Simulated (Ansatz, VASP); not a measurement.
One calculation of Mg, two programs

```
CELL_PARAMETERS angstrom
3.20930 0.00000 0.00000
-1.60465 2.77934 0.00000
0.00000 0.00000 5.21030
ATOMIC_POSITIONS crystal
Mg 0.66667 0.33333 0.75000
Mg 0.33333 0.66667 0.25000
```

Alike in both runs: task elastic constants; functional PBEsol; k mesh 7 × 7 × 4; occupations fermi-dirac, width 0.05 eV; no spin polarisation.

|  | VASP | Ansatz |
| --- | --- | --- |
| version | VASP 6.6.1 | Ansatz 0.2.0 |
| potentials or method | VASP PAW PBE potentials, release 64 (Mg) | Ansatz PAW |
| plane-wave cutoff (eV) | 600 | 420 |
| valence electrons in the cell | 4 | 20 |

|  | VASP | Ansatz | Ansatz less VASP |
| --- | --- | --- | --- |
| elastic constant that differs most (GPa) | 45 | 27 | -18.4 |
| Voigt bulk modulus (GPa) | 38 | 34 | -4.3 |

The two sets of potentials don't hold the same shells in valence.

Caveats: the PAW data sets were made with another functional, which shifts forces and pressure a little (VASP); the elastic tensor has a negative eigenvalue, so either the cell is unstable as it stands or the mesh is too thin (Ansatz); the PAW data sets come from PBE, with cores solved anew for the run's functional, which leaves a small shift of forces and pressure (Ansatz).
